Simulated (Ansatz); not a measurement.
# 1/2<110> screw dislocation dipole in Si (shuffle set) (120 atoms): support functions against a reference

Aim: test how closely localised support functions follow the reference on 1/2<110> screw dislocation dipole in Si (shuffle set) (120 atoms), and at what cost. A setting counts as converged where the r.m.s. difference of forces stays under 1 % of the r.m.s. force.

Program: Ansatz 0.2.0. Level of theory: Kohn-Sham DFT, PBE, PAW (set soft_2), plane waves. Results are calculated unless marked as measured.

### Step 1. The structure

The cell holds 120 atoms: 120 Si. Its edges and angles: a = 33.258 Å, b = 18.911 Å, c = 3.840 Å, α = 95.8°, β = 90.0°, γ = 90.0°. It derives from Si (diamond-structure). Diamond-structure Si (a = 5.431 Å), x, y, z along [11-2], [111], [1-10], 5 x 2 x 1 period; two opposite 1/2<110> screw dislocations along z, half a cell apart on one glide plane, laid by the isotropic elastic field summed over images, cell tilted by half the Burgers vector; minimised with a classical potential.

Limits known from the start: The cell is under 6 Å thick along one periodic direction, so every atom has periodic images of itself close by, which move with it and show among its neighbours and in g(r). The host structure and its lattice constant were typed by rule, without a check against the phase diagram.

### Step 2. Plane-wave single point

The first run fixes the reference, at a cutoff of 420 eV.

Contents of input.yaml:

```yaml
crystal:
  lattice:
    - [33.25795, 0.0, 0.0]
    - [0.0, 18.91127, 0.0]
    - [0.0, -0.38992, 3.82045]
  atoms:
    - { symbol: Si, position: [0.8997, 0.0002, 0.7004] }
    - { symbol: Si, position: [0.89987, 0.12545, 0.7363] }
    - { symbol: Si, position: [0.96659, 0.16705, 0.728] }
    - { symbol: Si, position: [0.96681, 0.29199, 0.74314] }
    - { symbol: Si, position: [0.79996, 0.99975, 0.19474] }
    - { symbol: Si, position: [0.80004, 0.12525, 0.25749] }
    - { symbol: Si, position: [0.8666, 0.16772, 0.25778] }
    - { symbol: Si, position: [0.86677, 0.29311, 0.30411] }
    - { symbol: Si, position: [0.93346, 0.33442, 0.26298] }
    - { symbol: Si, position: [0.93395, 0.45927, 0.25174] }
    - { symbol: Si, position: [0.70013, 0.99955, 0.67335] }
    - { symbol: Si, position: [0.7003, 0.1248, 0.76271] }
    - { symbol: Si, position: [0.7668, 0.16765, 0.78122] }
    - { symbol: Si, position: [0.7669, 0.29315, 0.86466] }
    - { symbol: Si, position: [0.83334, 0.33553, 0.83062] }
    - { symbol: Si, position: [0.83448, 0.46139, 0.88761] }
    - { symbol: Si, position: [0.90029, 0.50189, 0.76912] }
    - { symbol: Si, position: [0.90111, 0.62215, 0.6185] }
    - { symbol: Si, position: [0.96687, 0.66704, 0.66971] }
    - { symbol: Si, position: [0.96644, 0.79155, 0.65264] }
    - { symbol: Si, position: [0.6, 0.99988, 0.1465] }
    - { symbol: Si, position: [0.60026, 0.1248, 0.25238] }
    - { symbol: Si, position: [0.66696, 0.16679, 0.28718] }
    - { symbol: Si, position: [0.66715, 0.29185, 0.39506] }
    - { symbol: Si, position: [0.7335, 0.33558, 0.39472] }
    - { symbol: Si, position: [0.73322, 0.4609, 0.51625] }
    - { symbol: Si, position: [0.79821, 0.50815, 0.42872] }
    - { symbol: Si, position: [0.80179, 0.61685, 0.98307] }
    - { symbol: Si, position: [0.86678, 0.6641, 0.11786] }
    - { symbol: Si, position: [0.8665, 0.78942, 0.12164] }
    - { symbol: Si, position: [0.93285, 0.83315, 0.16571] }
    - { symbol: Si, position: [0.93304, 0.95821, 0.18289] }
    - { symbol: Si, position: [0.49974, 0.0002, 0.62551] }
    - { symbol: Si, position: [0.5, 0.12512, 0.7314] }
    - { symbol: Si, position: [0.56679, 0.1665, 0.77656] }
    - { symbol: Si, position: [0.56696, 0.29126, 0.89365] }
    - { symbol: Si, position: [0.63356, 0.33345, 0.92359] }
    - { symbol: Si, position: [0.63313, 0.45796, 0.06517] }
    - { symbol: Si, position: [0.69889, 0.50286, 0.05885] }
    - { symbol: Si, position: [0.69971, 0.62311, 0.32974] }
    - { symbol: Si, position: [0.76552, 0.66361, 0.48872] }
    - { symbol: Si, position: [0.76666, 0.78947, 0.5576] }
    - { symbol: Si, position: [0.8331, 0.83185, 0.63401] }
    - { symbol: Si, position: [0.8332, 0.95735, 0.67607] }
    - { symbol: Si, position: [0.3997, 0.0002, 0.11519] }
    - { symbol: Si, position: [0.39987, 0.12545, 0.20455] }
    - { symbol: Si, position: [0.46659, 0.16705, 0.25444] }
    - { symbol: Si, position: [0.46681, 0.29199, 0.36424] }
    - { symbol: Si, position: [0.53354, 0.33327, 0.41985] }
    - { symbol: Si, position: [0.53352, 0.45775, 0.56435] }
    - { symbol: Si, position: [0.5998, 0.50043, 0.59858] }
    - { symbol: Si, position: [0.5996, 0.62426, 0.78405] }
    - { symbol: Si, position: [0.66605, 0.66573, 0.85497] }
    - { symbol: Si, position: [0.66654, 0.79058, 0.99107] }
    - { symbol: Si, position: [0.73323, 0.83189, 0.0735] }
    - { symbol: Si, position: [0.7334, 0.95728, 0.15256] }
    - { symbol: Si, position: [0.29996, 0.99975, 0.6204] }
    - { symbol: Si, position: [0.30004, 0.12525, 0.68316] }
    - { symbol: Si, position: [0.3666, 0.16772, 0.72534] }
    - { symbol: Si, position: [0.36677, 0.29311, 0.8044] }
    - { symbol: Si, position: [0.43346, 0.33442, 0.88683] }
    - { symbol: Si, position: [0.43395, 0.45927, 0.02292] }
    - { symbol: Si, position: [0.5004, 0.50074, 0.09385] }
    - { symbol: Si, position: [0.5002, 0.62457, 0.27932] }
    - { symbol: Si, position: [0.56648, 0.66725, 0.31355] }
    - { symbol: Si, position: [0.56646, 0.79173, 0.45805] }
    - { symbol: Si, position: [0.63319, 0.83301, 0.51366] }
    - { symbol: Si, position: [0.63341, 0.95795, 0.62346] }
    - { symbol: Si, position: [0.20013, 0.99955, 0.14159] }
    - { symbol: Si, position: [0.2003, 0.1248, 0.17749] }
    - { symbol: Si, position: [0.2668, 0.16765, 0.20183] }
    - { symbol: Si, position: [0.2669, 0.29315, 0.24388] }
    - { symbol: Si, position: [0.33334, 0.33553, 0.3203] }
    - { symbol: Si, position: [0.33448, 0.46139, 0.38917] }
    - { symbol: Si, position: [0.40029, 0.50189, 0.54816] }
    - { symbol: Si, position: [0.40111, 0.62215, 0.81904] }
    - { symbol: Si, position: [0.46687, 0.66704, 0.81273] }
    - { symbol: Si, position: [0.46644, 0.79155, 0.9543] }
    [... 36 atom lines left out ...]
    - { symbol: Si, position: [0.06648, 0.66725, 0.16909] }
    - { symbol: Si, position: [0.06646, 0.79173, 0.14907] }
    - { symbol: Si, position: [0.13319, 0.83301, 0.13475] }
    - { symbol: Si, position: [0.13341, 0.95795, 0.14989] }
    - { symbol: Si, position: [0.03304, 0.83374, 0.66489] }
    - { symbol: Si, position: [0.03321, 0.9585, 0.67256] }
kpoints:
  mp_grid: { grid: [1, 1, 4] }
hamiltonian:
  xc: pbe
scf:
  occupations: { method: gaussian, width: 0.025 }
output:
  forces: true
  stress: true
  populations: true
  dos:
    method: { smearing: { sigma: 0.1 } }
    de: 0.1
    projected: { site_lists: { Si: [Si] } }
  eigenvalues: true
  write_density: true
  write_potential: true
  volumetric_format: npy
```

Command:

```bash
ansatz run input.yaml --threads 4 --pin off --max-ram 8192MiB --backend cpu --events-out ev --progress --plain --runs-dir out
```

Numbers of over 12 decimals in the logs are rounded to 6 here.

The log of the run:

```text
Warning: the atoms were moved onto the symmetric positions of the space group found under crystal.symmetry.tolerance 1.0e-5 (fractional; no operation is sought that the atoms, as they stand in a round, miss by more than twice it, and no atom is moved by as much as it), and the run uses the moved positions. [...]
Warning: crystal.symmetry: narrowed to the stabiliser of the k-point mesh — unitary ops 4 → 2; excluded 2 operations that carry a point of the 1×1×4 mesh (shift [0, 0, 0]) off the mesh (the run samples exactly the mesh kpoints.mp_grid names, as under crystal.symmetry.detect: [...]
Engine: ansatz 0.2.0, aarch64-unknown-linux-gnu
Pseudopotentials: kind: paw
Pseudopotential: Si, paw, valence charge 4, recommended cutoff 420 eV (normal), Si.paw.azcp
Functional definition: PBE
  parameter kappa = 0.804
  parameter beta = 0.066725
  exchange = pbe_x(kappa = kappa, mu = beta*pi^2/3)
  correlation = pbe_c(beta = beta)
Crystal: 120 atoms, lattice volume = 2402.872 Å³
Basis set: ecut = 420 eV, 47099 PW (Γ), exchange–correlation on 450×256×54 points (8 copies of the dense FFT grid, shifted against one another)
Bands: 360, of which v1, the nominal top of the filled ones, is band 240 counted from 1 (239 counted from 0)
Symmetry: 2 space group operations
k-points: 3 of 4
Non-local potential: Si, projectors of the file, l = 0: 2, l = 1: 2, l = 2: 2
PAW form: soft (Blöchl's): semilocal exchange-correlation on the pseudo side does not see the compensation charge
PAW one-centre angular grid: Si, 110 points (default); XC on 64 Gauss nodes
Initial density: superposition of atomic densities (neutral atoms: chi_scale 0, normalization atom), corrected by the library's trained network
Initial wavefunctions: pseudopotential atomic-orbital guess
Functional: x = pbe(κ = 0.804, μ = 0.219515), c = pbe(β = 0.066725)
SCF iter   1: F=—  HF=-76286.796099 eV  |F-HF|=—  |Δ(HF+E_count)|=         —  Δρ=1.97e-3  dr2=4.04e-1  ethr=1.77e-3  ⟨swp⟩=6.0  Hψ=4975  notcnv=0  defer=205
preconditioner: auto → Resta (q_TF=auto, 2.086 Å⁻¹)  ε∞=5.6  [insulator: Δε(μ)=0.111 eV  Ē_g=7.775 eV  σ=0.025 eV  W_gap=1.00  n_scr=386 (ndim 8)  ℏωp=16.6 eV  f_vac=0.000  D(μ)=0.17/eV (n_scr^D=0)  ε∞_Penn≈5.6]
SCF iter   2: F=—  HF=-76286.773362 eV  |F-HF|=—  |Δ(HF+E_count)|=   2.27e-2  Δρ=1.10e-3  dr2=8.03e-2  ethr=8.41e-5  ⟨swp⟩=2.0  Hψ=1272  notcnv=0  defer=294
SCF iter   3: F=—  HF=-76286.767338 eV  |F-HF|=—  |Δ(HF+E_count)|=   6.02e-3  Δρ=2.02e-4  dr2=1.19e-3  ethr=1.67e-5  ⟨swp⟩=2.0  Hψ=1026  notcnv=0  defer=306
SCF iter   4: F=—  HF=-76286.767831 eV  |F-HF|=—  |Δ(HF+E_count)|=   4.93e-4  Δρ=4.60e-5  dr2=1.17e-4  ethr=2.48e-7  ⟨swp⟩=2.7  Hψ=1443  notcnv=0  defer=306
SCF iter   5: F=—  HF=-76286.767866 eV  |F-HF|=—  |Δ(HF+E_count)|=   3.51e-5  Δρ=1.23e-5  dr2=1.52e-5  ethr=2.44e-8  ⟨swp⟩=2.0  Hψ=1131  notcnv=0  defer=306
SCF iter   6: F=—  HF=-76286.766205 eV  |F-HF|=—  |Δ(HF+E_count)|=   1.66e-3  Δρ=4.11e-6  dr2=6.25e-7  ethr=3.16e-9  ⟨swp⟩=2.0  Hψ=1800  notcnv=0  defer=338
SCF iter   7: F=-76286.766206 eV  HF=-76286.766206 eV  |F-HF|=2.46e-8  |Δ(HF+E_count)|=   3.02e-7  Δρ=8.18e-7  dr2=5.68e-8  ethr=2.08e-11  ⟨swp⟩=21.7  Hψ=9905  notcnv=0
SCF 1 converged in 7 iterations: F = -76286.766206 eV  dr2 = 5.68e-8
  greatest PAW one-centre occupation: 0.642 electrons in one spin orbital (limit 2), on the Si atom at site 100 (counted from 0), in its partial waves of l = 0
SCF converged after 7 iterations
Free energy (F): -76286.766206 eV
Harris-Foulkes:  -76286.766206 eV  (|F-HF|=2.46e-8)
Internal energy: -76286.764421 eV  (E = F + TS)
E sigma→0 (E₀):  -76286.765313 eV
Entropy (-TS):   -0.001785 eV (-0.015 meV/atom)
Fermi energy:    6.446050 eV
--- Per-component energies (eV) ---
  E_band       = 579.595342
  E_kinetic    = 4834.510944
  E_local      = -3215.211622  (includes V_loc(G=0)·N_el)
  E_nonlocal   = 3110.944547
  E_hartree    = 873.334420
  E_xc         = -6616.595395
  E_vxc        = -5601.586404  (∫ρ·V_xc dr)
  E_paw        = -61532.366861  (= ΣΔE_a)
  E_vpaw       = -295.729395  (= ΣTr[D̂ρ^β])
  E_aug_tail   = 0.000723  (compensation charges beyond the density's cutoff)
  E_ewald      = -13741.381178
  E_smearing   = -0.001785  (= −TS)
  E_closure    = 0.000000  (closes the sum)
  Σ components = -76286.766206   (vs F -76286.766206, Δ=0.00e0)
--- Forces (eV/Å), atoms counted from 1 ---
  atom   1  Si     0.01005924    -0.02046839    -0.01355555
  atom   2  Si    -0.02855479     0.01070240     0.00635449
  atom   3  Si     0.00401968    -0.04149776    -0.04506179
  atom   4  Si     0.00032439     0.04009883     0.02282862
  atom   5  Si    -0.01009834    -0.02138195    -0.00403714
  atom   6  Si     0.01182480     0.02490824     0.00058488
  atom   7  Si     0.05680956     0.01181205     0.00230340
  atom   8  Si    -0.06218753    -0.05483603    -0.04019497
  atom   9  Si     0.00369217    -0.06114691    -0.08038513
  atom  10  Si    -0.02168550    -0.06346137    -0.03837881
  atom  11  Si     0.01799987    -0.01901007     0.00305176
  atom  12  Si    -0.00456450     0.02365902    -0.02933321
  atom  13  Si     0.01434816    -0.01758678     0.05569763
  atom  14  Si     0.03950575     0.03336543    -0.04128658
[...]
atom 119  Si    -0.02884563    -0.05195450    -0.03602028
  atom 120  Si     0.01180283     0.05761248     0.02803278
  max |Σ_I F_I| component: 1.08e-16 eV/Å
--- Stress (GPa, compression-positive) ---
        1.413548      -0.794199      -0.073578
       -0.794199       1.227831       0.030744
       -0.073578       0.030744       0.934033
  P = ⅓ Tr σ = 1.1918 GPa (11.918 kbar)
--- Band table (eV) ---
  k-point 0: bands = ["-5.7276", "-5.6478", "-5.5604", "-5.3857", [... 344 levels ...], "9.8282", "9.8360", "9.8371", "9.8604", "9.9058", "9.9128", "9.9149", "9.9198", "9.9890", "9.9927", "9.9951", "10.0092"]
  k-point 1: bands = ["-5.1805", "-5.1046", "-5.0167", "-4.9153", [... 344 levels ...], "10.5211", "10.5368", "10.5412", "10.5597", "10.5695", "10.5976", "10.6282", "10.6592", "10.6905", "10.7117", "10.7182", "10.7514"]
  k-point 2: bands = ["-3.6955", "-3.6776", "-3.6433", "-3.6384", [... 344 levels ...], "10.2058", "10.2704", "10.3564", "10.4081", "10.4575", "10.4753", "10.5375", "10.5473", "10.5482", "10.5580", "10.5707", "10.5861"]
--- Löwdin populations: 120 sites ---
  site symbol       q [e]
     0     Si      3.9604
     1     Si      3.9647
     2     Si      3.9616
[...]
119     Si      3.9616
  spilling = 0.009714 (of n_electrons = 480.000000)
```

Run time: 3.7 min. Hardware: 4 threads of Arm Neoverse V1, shared host; peak memory 6.1 GiB.

Reading the cycles: dr2 is the Hartree energy of the density residual (eV), the measure of convergence; HF is the Harris–Foulkes estimate of the energy, which meets the free energy F at convergence.

The program notes that it cut back its work space to fit the memory limit and positions were snapped to a detected symmetry. Further notices: symmetry narrowed by mesh.

Read from the output:

| Property | Result |
| --- | --- |
| free energy | -76286.7662 eV |
| free energy per atom | -635.7231 eV/atom |
| SCF cycles | 7 |
| pressure | 1.192 GPa |
| r.m.s. force component | 0.09716 eV/Å |
| longest force | 0.6105 eV/Å |
| Fermi energy | 6.446 eV |
| levels partly filled by over 2 per cent | 2 |
| spilling of the projection | 0.009714 |

The r.m.s. force component of 0.097 eV/Å sets the scale for the differences below.

### Step 3. Support functions medium

The cell is solved in localised support functions. The level medium gives here a grid of 144×90×18 points and a radius of 4.06 Å.

This step: Kohn-Sham DFT, PBE, PAW (set soft_2), localised support functions (medium) (Ansatz 0.2.0).

input.yaml, the sections that differ from step 2:

```yaml
scf:
  occupations: { method: gaussian, width: 0.025 }
  eigensolver: { kind: { support_functions: { accuracy: medium } } }
  max_iter: 150
output:
  forces: true
  eigenvalues: true
# crystal, kpoints, hamiltonian: as in step 2
```

The log of the run:

```text
Warning: scf.eigensolver.kind.support_functions: disabling space-group detection — the functions' gradient is summed over unrotated k-points, so no spatial operation reduces the k-mesh or symmetrises the density; time reversal is kept, so that k and −k are solved as one point where they differ and the mesh holds both, and exact exchange and, on two spinor components, a DFT+U term hold to it where the run has them: [...]
settings of this run that can trade accuracy for cost: scf.eigensolver.kind.support_functions [...]
[...]
Crystal: 120 atoms, lattice volume = 2402.872 Å³
Basis set: ecut = 420 eV, 47099 PW (Γ), exchange–correlation on 450×256×54 points (8 copies of the dense FFT grid, shifted against one another)
Bands: 288, of which v1, the nominal top of the filled ones, is band 240 counted from 1 (239 counted from 0)
Symmetry: 1 space group operations
k-points: 3 of 4 (time reversal used)
[...]
Eigensolver: Support functions (medium, 144×90×18 points, laid for a spacing of at most 0.257060 Å, radius 4.061726 Å, 0 species' potentials softened for the grid, 1 wholly corrected for its errors in the mean over positions, 1 with the egg-box correction, energy correction by stochastic trace)
[...]
SCF iter   1: F=—  HF=-76268.394106 eV  |F-HF|=—  |Δ(HF+E_count)|=         —  Δρ=3.88e-2  dr2=3.24e1  ethr=1.00e-1
[...]
SCF iter   8: F=—  HF=-76286.737080 eV  |F-HF|=—  |Δ(HF+E_count)|=   6.03e-3  Δρ=6.42e-6  dr2=2.17e-6  ethr=8.23e-9  κ⁻¹=1.9e-7(r=6)
SCF iter   9: F=-76286.741533 eV  HF=-76286.741533 eV  |F-HF|=1.53e-8  |Δ(HF+E_count)|=   4.45e-3  Δρ=4.00e-6  dr2=7.29e-7  ethr=4.52e-10
SCF 1 converged in 9 iterations: F = -76286.793414 eV  dr2 = 7.29e-7
[...]
SCF converged after 9 iterations
Stability not checked: this state was not tested for a lower state beside it, because the mixer in use, unlike msr1, does not test its closes by its own steps (another_mixer; see scf.mixing.algorithm and scf.lower_state_search)
Free energy (F): -76286.793414 eV
[...]
Internal energy: -76286.791650 eV  (E = F + TS)
E sigma→0 (E₀):  -76286.792532 eV
Entropy (-TS):   -0.001763 eV (-0.015 meV/atom)
Fermi energy:    6.446576 eV
[...]
Σ components = -76286.793414   (vs F -76286.793414, Δ=0.00e0)
--- Forces (eV/Å), atoms counted from 1 ---
  atom   1  Si     0.01022087    -0.02062196    -0.01300191
  atom   2  Si    -0.02829462     0.01084408     0.00643644
  atom   3  Si     0.00373784    -0.04138307    -0.04470615
  atom   4  Si     0.00062587     0.04010155     0.02322635
[...]
atom 120  Si     0.01219588     0.05728465     0.02810038
  max |Σ_I F_I| component: 5.33e-3 eV/Å
--- Band table (eV) ---
[...]
```

Elapsed: 1.8 min, on 4 threads; peak memory 3.6 GiB; 7.3 min of CPU time.

The program notes that the band table was not solved further than the SCF left it and it switched symmetry off.

Keys that differ from the reference: support_functions.accuracy = "medium" and scf.max_iter = 150.

Forces differ from the reference by 0.28 meV/Å r.m.s., 0.29 % of their size, well within a tolerance of 1 %; the energy by -0.23 meV/atom. The two runs also began from different starting densities, which bears on cycles and time.

### Step 4. Support functions low

The level low is asked for. Here it resolves to the same grid and radius as in the run with support functions medium, so the basis is not new.

This step: Kohn-Sham DFT, PBE, PAW (set soft_2), localised support functions (low) (Ansatz 0.2.0).

input.yaml, the sections that differ from step 3:

```yaml
scf:
  occupations: { method: gaussian, width: 0.025 }
  eigensolver: { kind: { support_functions: { accuracy: low } } }
  max_iter: 150
# crystal, kpoints, hamiltonian, output: as in step 3
```

The log of the run:

```text
[...]
Crystal: 120 atoms, lattice volume = 2402.872 Å³
Basis set: ecut = 420 eV, 47099 PW (Γ), exchange–correlation on 450×256×54 points (8 copies of the dense FFT grid, shifted against one another)
Bands: 288, of which v1, the nominal top of the filled ones, is band 240 counted from 1 (239 counted from 0)
Symmetry: 1 space group operations
k-points: 3 of 4 (time reversal used)
[...]
Eigensolver: Support functions (low, 144×90×18 points, laid for a spacing of at most 0.257060 Å, radius 4.061726 Å, 0 species' potentials softened for the grid, 1 wholly corrected for its errors in the mean over positions, 1 with the egg-box correction, energy correction by stochastic trace)
[...]
SCF iter   1: F=—  HF=-76268.394106 eV  |F-HF|=—  |Δ(HF+E_count)|=         —  Δρ=3.88e-2  dr2=3.24e1  ethr=1.00e-1
[...]
SCF iter   8: F=—  HF=-76286.737080 eV  |F-HF|=—  |Δ(HF+E_count)|=   6.03e-3  Δρ=6.42e-6  dr2=2.17e-6  ethr=8.23e-9  κ⁻¹=1.9e-7(r=6)
SCF iter   9: F=-76286.741533 eV  HF=-76286.741533 eV  |F-HF|=1.53e-8  |Δ(HF+E_count)|=   4.45e-3  Δρ=4.00e-6  dr2=7.29e-7  ethr=4.52e-10
SCF 1 converged in 9 iterations: F = -76286.793414 eV  dr2 = 7.29e-7
[...]
SCF converged after 9 iterations
[...]
Free energy (F): -76286.793414 eV
[...]
Internal energy: -76286.791650 eV  (E = F + TS)
E sigma→0 (E₀):  -76286.792532 eV
Entropy (-TS):   -0.001763 eV (-0.015 meV/atom)
Fermi energy:    6.446576 eV
[...]
Σ components = -76286.793414   (vs F -76286.793414, Δ=0.00e0)
--- Forces (eV/Å), atoms counted from 1 ---
  atom   1  Si     0.01022087    -0.02062196    -0.01300191
  atom   2  Si    -0.02829462     0.01084408     0.00643644
  atom   3  Si     0.00373784    -0.04138307    -0.04470615
  atom   4  Si     0.00062587     0.04010155     0.02322635
[...]
atom 120  Si     0.01219588     0.05728465     0.02810038
  max |Σ_I F_I| component: 5.33e-3 eV/Å
--- Band table (eV) ---
[...]
```

Wall time 1.7 min (4 threads); peak memory 3.6 GiB; 6.9 min of CPU time.

Keys that differ from the reference: support_functions.accuracy = "low" and scf.max_iter = 150.

Forces differ from the reference by 0.28 meV/Å r.m.s., 0.29 % of their size, well within a tolerance of 1 %; the energy by -0.23 meV/atom. The two runs also began from different starting densities, which bears on cycles and time.

[end of part 1 of 3]

[Logs are printed without paths, hosts, clocks, repeated set-up lines and the standing remarks that a program may print on its own settings, such as how far it seeks lower states.]

[Hosts, paths, dates, database ids (printed as entryN), source tags and the programs' standing remarks are cut or masked in the printed files.]
